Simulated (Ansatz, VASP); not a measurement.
## Two plane-wave programs on PbS

```
Pb S
1.0
     4.14352    0.00000    0.00000
    -2.07176    3.58839    0.00000
     0.00000    0.00000    3.83802
Pb S
1 1
Direct
  0.00000 0.00000 0.00000
  0.66667 0.33333 0.50000
```

Change from the starting cell: volume scaled by 1.04.

Alike in both runs: task single point; functional PBE; k mesh 8 × 8 × 7; occupations fermi-dirac, width 0.05 eV; no spin polarisation.

|  | VASP | Ansatz |
| --- | --- | --- |
| version | VASP 6.6.1 | Ansatz 0.2.0 |
| potentials or method | VASP PAW PBE potentials, release 64 (Pb_d, S) | Ansatz PAW |
| plane-wave cutoff (eV) | 520 | 420 |
| valence electrons in the cell | 20 | 20 |

|  | VASP | Ansatz | Ansatz less VASP |
| --- | --- | --- | --- |
| gap on the k mesh at the Fermi level (eV) | 0.36 | 0.36 | -0.004 |
| least direct gap on the mesh (eV) | 1.63 | 1.63 | -0.003 |
| pressure (GPa) | -1.9 | -1.8 | +0.07 |
| largest component of the traceless stress (GPa) | 0.43 | 0.42 | -0.008 |

Caveats: spin-orbit coupling is left out, which as a rule narrows the gap of such compounds by several tenths of an eV; an odd mesh through Γ misses points on the zone boundary, where band edges often lie (VASP); odd divisions of the mesh miss points on the zone boundary, where band edges often lie, so the gap on the mesh can be too wide (Ansatz).
